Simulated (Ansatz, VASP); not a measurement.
Two plane-wave programs on Mo

```xyz
1
Lattice="2.8176 0.0000 0.0000 -1.4088 2.4401 0.0000 0.0000 0.0000 2.5169" Properties=species:S:1:pos:R:3 pbc="T T T"
Mo    0.0000    0.0000    1.2584
```

Change from the starting cell: strain +0.030 along x and y, -0.015 along z, atoms carried along.

Alike in both runs: task single point; functional PBEsol; k mesh 18 × 18 × 18; occupations gaussian, width 0.15 eV; no spin polarisation.

```csv
,VASP,Ansatz
version,VASP 6.6.1,Ansatz 0.2.0
potentials or method,"VASP PAW PBE potentials, release 64 (Mo_sv)","scalar-relativistic, plane waves, PAW"
plane-wave cutoff (eV),520,420
valence electrons in the cell,14,14
```

Ansatz gave:

| Property | Result |
| --- | --- |
| gap on the k mesh at the Fermi level (eV) | none |
| pressure (GPa) | -12.1 |
| largest component of the traceless stress (GPa) | 2.70 |

Which values does VASP return?

gap on the k mesh at the Fermi level (eV): none; pressure (GPa): -11.7; largest component of the traceless stress (GPa): 2.92.

A gap of «none» marks a metal or a gap that the smearing closes.

Caveats: the PAW data sets were made with another functional, which shifts forces and pressure a little (VASP).
